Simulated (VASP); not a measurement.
# Te2Mo (P2_1/m) in VASP: further runs, part 2 of 2

VASP 6.6.1. The steps go on from the part before.

## Step 3: Relaxation of cell and atoms, LDA

This run uses another cell than the first one, of 25.30 Å³/atom, 1.061 times its volume.

File INCAR:

```
PREC = Accurate
ENCUT = 600
EDIFF = 1E-6
ISMEAR = 0
SIGMA = 0.03
LREAL = False
LASPH = True
NELM = 80
ALGO = Normal
ISIF = 3
LWAVE = False
LCHARG = False
GGA = CA
IBRION = 2
NSW = 90
EDIFFG = -0.01
KPAR = 4
```

File KPOINTS:

```
Automatic mesh
0
Gamma
  4 8 2
```

File POSCAR:

```
Te2Mo
1.0
    6.3300000000      0.0000000000      0.0000000000
    0.0000000000      3.4690000000      0.0000000000
   -0.9467947088      0.0000000000     13.8276237937
Te Mo
8 4
Direct
    0.5568000000      0.7500000000      0.3516000000
    0.4432000000      0.2500000000      0.6484000000
    0.5888000000      0.2500000000      0.1045000000
    0.4112000000      0.7500000000      0.8955000000
    0.0970000000      0.7500000000      0.1486000000
    0.9030000000      0.2500000000      0.8514000000
    0.0563000000      0.2500000000      0.3955000000
    0.9437000000      0.7500000000      0.6045000000
    0.3181000000      0.7500000000      0.5066000000
    0.6819000000      0.2500000000      0.4934000000
    0.1833000000      0.2500000000      0.0074000000
    0.8167000000      0.7500000000      0.9926000000
```

Potentials or basis: VASP PAW LDA potentials, release 64 (Te, Mo_sv).

Command:

```bash
> cat potpaw_LDA.64/Te/POTCAR potpaw_LDA.64/Mo_sv/POTCAR > POTCAR
> mpirun -np 4 vasp_std > vasp.out
```

It took 29 min on 4 MPI ranks of AMD EPYC 9R45 (Zen 5), shared host; peak memory 0.72 GiB.

It converged, with:

* Free energy: -82.3167 eV
* Relaxed volume: 24.00 Å³/atom
* Relaxed cell: a = 6.306 Å, b = 3.444 Å, c = 13.291 Å, α = 90.00°, β = 93.89°, γ = 90.00°
* Space group after relaxing (to 0.05 Å): P2_1/m (No. 11)
* Energy gained by relaxing: 10.7 meV/atom
* Ionic steps: 17
* Pressure after relaxing: 0.0 GPa
* Largest force after relaxing: 0.010 eV/Å
* Band gap on the k mesh: none (metal or under the smearing width)

Forces in eV/Å, atoms in the order of the input:
```
Te   0.006  0.000 -0.007
Te  -0.006  0.000  0.007
Te  -0.006  0.000 -0.007
Te   0.006  0.000  0.007
Te  -0.008  0.000  0.005
Te   0.008  0.000 -0.005
Te   0.004  0.000  0.006
Te  -0.004  0.000 -0.006
Mo   0.002  0.000  0.003
Mo  -0.002  0.000 -0.003
Mo   0.002  0.000  0.004
Mo  -0.002  0.000 -0.004
```

Step by step:
```
step  energy change (eV)  largest force (eV/Å)  pressure (GPa)  volume (Å³)
   1              0.0000                0.3573           -3.18       303.64
   2              0.1962                1.2643            6.19       282.10
   3             -0.0901                0.1980           -0.13       295.65
   4             -0.0901                0.2094           -0.07       295.49
   5             -0.0980                0.1358           -0.04       294.64
   6             -0.1026                0.1709            0.03       293.19
   7             -0.1075                0.1219           -0.01       292.70
   8             -0.1116                0.0637           -0.09       291.39
   9             -0.1165                0.0761            0.04       290.41
  10             -0.1191                0.1284            0.22       289.12
  11             -0.1230                0.1179           -0.36       289.70
  12             -0.1233                0.1195           -0.25       289.59
  13             -0.1260                0.0737            0.05       288.38
  14             -0.1260                0.0777            0.08       288.25
  15             -0.1277                0.0281           -0.01       288.17
  16             -0.1277                0.0319           -0.02       288.16
  17             -0.1278                0.0099            0.01       288.04
```

Final structure:
```yaml
crystal:
  lattice:
    - [6.30636, 0.00000, 0.00983]
    - [0.00000, 3.44436, 0.00000]
    - [-0.92192, 0.00000, 13.25942]
  atoms:
    - { symbol: Te, position: [0.55771, 0.75000, 0.34684] }
    - { symbol: Te, position: [0.44229, 0.25000, 0.65316] }
    - { symbol: Te, position: [0.58737, 0.25000, 0.10532] }
    - { symbol: Te, position: [0.41263, 0.75000, 0.89468] }
    - { symbol: Te, position: [0.09548, 0.75000, 0.15355] }
    - { symbol: Te, position: [0.90452, 0.25000, 0.84645] }
    - { symbol: Te, position: [0.05497, 0.25000, 0.39439] }
    - { symbol: Te, position: [0.94503, 0.75000, 0.60561] }
    - { symbol: Mo, position: [0.31960, 0.75000, 0.50627] }
    - { symbol: Mo, position: [0.68040, 0.25000, 0.49373] }
    - { symbol: Mo, position: [0.18274, 0.25000, 0.00750] }
    - { symbol: Mo, position: [0.81726, 0.75000, 0.99250] }
```

Levels at points of the mesh, in eV from the Fermi level:
| k point | band 50 | band 51 | band 52 | band 53 | band 54 | band 55 |
| --- | --- | --- | --- | --- | --- | --- |
| (0.00, 0.00, 0.00) | -0.25 | 0.07 | 0.35 | 0.35 | 0.65 | 0.77 |
| (0.50, 0.00, 0.00) | -0.96 | -0.53 | -0.46 | -0.19 | -0.15 | 0.81 |
| (0.00, 0.50, 0.00) | -1.68 | -1.44 | -1.44 | 0.93 | 0.93 | 1.12 |
| (0.50, 0.50, 0.00) | -1.17 | -1.06 | -1.06 | 0.93 | 0.93 | 1.02 |
| (0.00, 0.00, 0.50) | -0.12 | 0.11 | 0.20 | 0.37 | 0.48 | 0.81 |
| (0.50, 0.00, 0.50) | -0.96 | -0.62 | -0.31 | -0.10 | -0.07 | 0.75 |
| (0.00, 0.50, 0.50) | -1.66 | -1.56 | -1.56 | 0.90 | 0.90 | 1.12 |
| (0.50, 0.50, 0.50) | -1.17 | -1.05 | -1.05 | 0.96 | 0.96 | 0.98 |

Spin-orbit coupling is left out, which matters for the levels of Te. LDA usually gives volumes a few per cent too small.

## Step 4: Relaxation of cell and atoms, LDA

This run uses another cell than the first one, of 24.00 Å³/atom, 1.006 times its volume.

Edit INCAR of step 3 so:

```diff
@@ -2,3 +2,3 @@
 ENCUT = 600
-EDIFF = 1E-6
+EDIFF = 1E-7
 ISMEAR = 0
@@ -15,3 +15,3 @@
 NSW = 90
-EDIFFG = -0.01
+EDIFFG = -0.005
 KPAR = 4
```

KPOINTS is that of step 3.

File POSCAR:

```
Te2Mo                                   
1.0
    6.3063629746      0.0000000000      0.0098333083
    0.0000000000      3.4443633426      0.0000000000
   -0.9219176563      0.0000000000     13.2594183625
  Te              Mo            
     8     4
Direct
     0.5577127926502728    0.7500000000000000    0.3468432973583263
     0.4422872073497269    0.2500000000000000    0.6531567026416737
     0.5873704305929497    0.2500000000000000    0.1053224735687091
     0.4126295694070504    0.7500000000000000    0.8946775264312912
     0.0954815170434805    0.7500000000000000    0.1535510618765154
     0.9045184829565195    0.2500000000000000    0.8464489381234847
     0.0549653818660674    0.2500000000000000    0.3943891547226727
     0.9450346181339326    0.7500000000000000    0.6056108452773274
     0.3196021234715449    0.7500000000000000    0.5062702939960363
     0.6803978765284552    0.2500000000000000    0.4937297060039637
     0.1827404122167497    0.2500000000000000    0.0075043183472670
     0.8172595877832501    0.7500000000000000    0.9924956816527332
```

Potentials or basis: VASP PAW LDA potentials, release 64 (Te, Mo_sv).

Command:

```bash
> cat potpaw_LDA.64/Te/POTCAR potpaw_LDA.64/Mo_sv/POTCAR > POTCAR
> mpirun -np 4 vasp_std > vasp.out
```

OUTCAR:

```text
PREC = Accurate
   ENCUT = 600
   EDIFF = 1E-7
   ISMEAR = 0
   LREAL = False
   LASPH = True
   NELM = 80
   ISIF = 3
   GGA = CA
   IBRION = 2
   NSW = 90
   EDIFFG = -0.005

 ion  position               nearest neighbor table
   1  0.558  0.750  0.347-  10 2.68  10 2.68   9 2.68   7 3.60   7 3.60   3 3.66   3 3.66
   2  0.442  0.250  0.653-   9 2.68   9 2.68  10 2.68   8 3.60   8 3.60   4 3.66   4 3.66
   3  0.587  0.250  0.105-  12 2.76  12 2.76  11 2.78   4 3.41   4 3.41   5 3.64   5 3.64   5 3.66
                             5 3.66   1 3.66   1 3.66
   4  0.413  0.750  0.895-  11 2.76  11 2.76  12 2.78   3 3.41   3 3.41   6 3.64   6 3.64   6 3.66
                             6 3.66   2 3.66   2 3.66
   5  0.095  0.750  0.154-  12 2.67  11 2.68  11 2.68   3 3.64   3 3.64   3 3.66   3 3.66   7 3.66
                             7 3.66
   6  0.905  0.250  0.846-  11 2.67  12 2.68  12 2.68   4 3.64   4 3.64   4 3.66   4 3.66   8 3.66
[... 459 lines left out ...]
  ext. energy  EPLUGINS =         0.00000000
  ---------------------------------------------------
  free energy    TOTEN  =       -82.31449009 eV

  energy without entropy =      -82.31301203  energy(sigma->0) =      -82.31375106

 E-fermi :   8.8941     XC(G=0): -10.8490

 val. band max:        8.8876815954   @ k =   0.0000   0.2500   0.5000
 cond. band min:       8.9186527410   @ k =   0.2500   0.0000   0.5000
 fundamental gap:      0.0309711456
 Fermi energy:         8.8941196037

 k-point     1 :       0.0000    0.0000    0.0000
  band No.  band energies     occupation
      1     -51.8738      2.00000
      2     -51.8445      2.00000
      3     -51.8065      2.00000
      4     -51.7787      2.00000
      5     -26.3540      2.00000
      6     -26.3234      2.00000
[... 1549 lines left out ...]
     61      10.8290      0.00000
     62      10.8774      0.00000

 [... further k-points ...]
[... 5 lines left out ...]
  --------------------------------------------------------------------------------------
  -------------------------------------------------------------------------------------
  Total       -0.0289975     -0.0214327     -0.0163610      0.0000000      0.0000000      0.0046523
  in kB       -0.1611949     -0.1191428     -0.0909493      0.0000000      0.0000000      0.0258619
  external PRESSURE =      -0.1237624 kB  Pullay stress =       0.0000000 kB
[... 27 lines left out ...]
  FREE ENERGIE OF THE ION-ELECTRON SYSTEM (eV)
  ---------------------------------------------------
  free  energy   TOTEN  =       -82.3144900861 eV

  energy  without entropy=      -82.3130120257  energy(sigma->0) =      -82.31375106

 reached required accuracy - stopping structural energy minimisation
```

CONTCAR:

```text
Te2Mo
   1.00000000000000
     6.3057851760401453    0.0000000000000000    0.0413584430592278
     0.0000000000000000    3.4455572781736596    0.0000000000000000
    -0.8555362645753611    0.0000000000000000   13.2598185506202331
  Te              Mo
     8     4
Direct
     0.5602586656585331    0.7500000000000000    0.3467154751417228
     0.4397413343414672    0.2500000000000000    0.6532845248582774
     0.5849471058828971    0.2500000000000000    0.1051170237664564
     0.4150528941171031    0.7500000000000000    0.8948829762335507
     0.0922893377031942    0.7500000000000000    0.1535824723119917
     0.9077106622968057    0.2500000000000000    0.8464175276880084
     0.0574560924368635    0.2500000000000000    0.3946457052644571
     0.9425439075631367    0.7500000000000000    0.6053542947355426
     0.3196522416058706    0.7500000000000000    0.5064243610932052
     0.6803477583941292    0.2500000000000000    0.4935756389067949
     0.1824464018894952    0.2500000000000000    0.0075035877119804
     0.8175535981105048    0.7500000000000000    0.9924964122880198

  0.00000000E+00  0.00000000E+00  0.00000000E+00
  0.00000000E+00  0.00000000E+00  0.00000000E+00
  0.00000000E+00  0.00000000E+00  0.00000000E+00
  0.00000000E+00  0.00000000E+00  0.00000000E+00
  0.00000000E+00  0.00000000E+00  0.00000000E+00
  0.00000000E+00  0.00000000E+00  0.00000000E+00
  0.00000000E+00  0.00000000E+00  0.00000000E+00
  0.00000000E+00  0.00000000E+00  0.00000000E+00
  0.00000000E+00  0.00000000E+00  0.00000000E+00
  0.00000000E+00  0.00000000E+00  0.00000000E+00
  0.00000000E+00  0.00000000E+00  0.00000000E+00
  0.00000000E+00  0.00000000E+00  0.00000000E+00
```

It took 39 min on 4 MPI ranks of AMD EPYC 9R45 (Zen 5), shared host; peak memory 0.65 GiB.

Results:

| Property | Result |
| --- | --- |
| Free energy | -82.3145 eV |
| Relaxed volume | 24.02 Å³/atom |
| Relaxed cell | a = 6.306 Å, b = 3.446 Å, c = 13.287 Å, α = 90.00°, β = 93.32°, γ = 90.00° |
| Space group after relaxing (to 0.05 Å) | P2_1/m (No. 11) |
| Energy gained by relaxing | 0.0 meV/atom |
| Ionic steps | 29 |
| Pressure after relaxing | 0.0 GPa |
| Largest force after relaxing | 0.005 eV/Å |
| Band gap on the k mesh | none (metal or under the smearing width) |

Forces on the atoms (eV/Å):
```
Te   0.004  0.000  0.003
Te  -0.004  0.000 -0.003
Te   0.001  0.000 -0.002
Te  -0.001  0.000  0.002
Te   0.003  0.000  0.001
Te  -0.003  0.000 -0.001
Te   0.000  0.000  0.003
Te   0.000  0.000 -0.003
Mo  -0.001  0.000  0.000
Mo   0.001  0.000  0.000
Mo   0.001  0.000 -0.001
Mo  -0.001  0.000  0.001
```

The path:
| step | energy change (eV) | largest force (eV/Å) | pressure (GPa) | volume (Å³) |
| --- | --- | --- | --- | --- |
| 1 | 0.0000 | 0.0100 | 0.01 | 288.04 |
| 2 | 0.0000 | 0.0109 | -0.02 | 288.12 |
| 3 | 0.0000 | 0.0146 | -0.04 | 288.16 |
| 4 | -0.0001 | 0.0145 | -0.03 | 288.15 |
| 5 | -0.0001 | 0.0140 | -0.02 | 288.13 |
| 6 | -0.0001 | 0.0141 | 0.01 | 288.08 |
| 7 | -0.0001 | 0.0226 | 0.07 | 287.97 |
| 8 | -0.0002 | 0.0163 | 0.03 | 288.04 |
| 9 | -0.0002 | 0.0135 | 0.03 | 288.07 |
| 10 | -0.0002 | 0.0124 | 0.00 | 288.16 |
| 11 | -0.0001 | 0.0261 | -0.05 | 288.35 |
| 12 | -0.0003 | 0.0124 | -0.01 | 288.21 |
| 13 | -0.0003 | 0.0123 | -0.01 | 288.21 |
| 14 | -0.0003 | 0.0159 | 0.01 | 288.19 |
| 15 | -0.0003 | 0.0363 | 0.06 | 288.14 |
| 16 | -0.0003 | 0.0218 | 0.03 | 288.17 |
| 17 | -0.0004 | 0.0197 | 0.02 | 288.20 |
| 18 | -0.0004 | 0.0138 | -0.01 | 288.27 |
| 19 | -0.0004 | 0.0152 | -0.08 | 288.41 |
| 20 | -0.0004 | 0.0120 | -0.05 | 288.35 |
| 21 | -0.0005 | 0.0102 | -0.03 | 288.28 |
| 22 | -0.0005 | 0.0120 | 0.01 | 288.18 |
| 23 | -0.0005 | 0.0102 | 0.01 | 288.18 |
| 24 | -0.0005 | 0.0067 | 0.00 | 288.17 |
| 25 | -0.0005 | 0.0069 | 0.00 | 288.16 |
| 26 | -0.0006 | 0.0060 | 0.01 | 288.15 |
| 27 | -0.0006 | 0.0059 | 0.01 | 288.15 |
| 28 | -0.0006 | 0.0065 | 0.01 | 288.15 |
| 29 | -0.0006 | 0.0048 | -0.01 | 288.22 |

Final structure:
```xyz
12
Lattice="6.3058 0.0000 0.0414 0.0000 3.4456 0.0000 -0.8555 0.0000 13.2598" Properties=species:S:1:pos:R:3 pbc="T T T"
Te    3.2362    2.5842    4.6206
Te    2.2140    0.8614    8.6806
Te    3.5986    0.8614    1.4180
Te    1.8516    2.5842   11.8832
Te    0.4506    2.5842    2.0403
Te    4.9997    0.8614   11.2609
Te    0.0247    0.8614    5.2353
Te    5.4256    2.5842    8.0659
Mo    1.5824    2.5842    6.7283
Mo    3.8679    0.8614    6.5729
Mo    1.1440    0.8614    0.1070
Mo    4.3062    2.5842   13.1941
```
